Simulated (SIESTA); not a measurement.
**ZrC under changes of volume**

One of the cells (13.493 Å³/atom); the others are scaled copies at fixed shape and fractional positions:

```
Zr C
1.0
     0.00000    2.38066    2.38066
     2.38066    0.00000    2.38066
     2.38066    2.38066    0.00000
Zr C
1 1
Direct
  0.50000 0.50000 0.50000
  0.00000 0.00000 0.00000
```

```yaml
Program: SIESTA 5.4.2
Functional: PBEsol
Potentials_or_basis: PseudoDojo 0.4 standard (PBEsol files)
Basis: DZP (energy shift 0.003 Ry; two zetas on semicore shells)
Grid_cutoff: 800 Ry
Energy_shift: 0.003 Ry
k_mesh: 10 × 10 × 10
Occupations: fermi-dirac, width 0.05 eV
Spin: no spin polarisation
```

```tsv
volume (Å³/atom)	energy over the lowest point (meV/atom)	pressure (GPa)
12.434	9.86	8.4
12.699	0.55	2.9
12.963	0.00	-2.1
13.493	21.04	-10.4
13.757	41.27	-14.0
14.022	?	?
```

Problem. What does the run at 14.022 Å³/atom give?

Solution. Energy over the lowest point 67.12 meV/atom; pressure -17.2 GPa.

Worked out: A Birch-Murnaghan fit of order 3 (a polynomial in V^(-2/3)) to the other rows has its minimum at 12.85 Å³/atom with B0 = V·E''(V) = 237 GPa and B' = 4.2. It gives 67.13 meV/atom at 14.022 Å³/atom, against the run's 67.12, and -dE/dV = -17.2 GPa, against -17.2.

Energies are extrapolated to zero smearing.

Caveats: the basis of atomic orbitals isn't converged, which shifts pressures, moduli and gaps.
